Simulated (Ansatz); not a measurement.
Runs of Ansatz 0.2.0 on CdSe (Cadmoselite). The structure is hexagonal, space group P6_3mc (No. 186). The conventional cell has a = 4.300 Å, b = 4.300 Å, c = 7.020 Å, α = 90.00°, β = 90.00°, γ = 120.00°. Around Cd (site symmetry 3m) lie 4 Se at 2.61 to 2.70 Å. Around Se (site symmetry 3m) lie 4 Cd at 2.61 to 2.70 Å. 

```csv
level,cutoff (eV),gap on the mesh (eV),pressure (GPa),largest force (eV/Å)
HSEsol,420,1.51,-0.2,0.28
PBEsol0,420,2.17,-0.3,0.28
HSE03,420,1.48,(c),0.29
PBE0,420,(a),1.8,0.29
r2SCAN50,500,4.07,(b),0.28
```

Alike in all rows: task band structure; potentials or basis Ansatz PAW; no spin polarisation; cell as given; k mesh 4 × 4 × 2; smearing fermi-dirac 0.05 eV; the mesh is coarse, so values aren't converged.

Task: Estimate the missing entries.

Result: (a) 2.30; (b) 0.5; (c) 2.0.

Caveats: all runs use coarse meshes; the PAW data sets come from PBE, with cores solved anew for the run's functional, which leaves a small shift of forces and pressure; the thresholds are loose for stress.

A k mesh can miss the band edges, and the runs leave out spin-orbit coupling on Cd, Se.
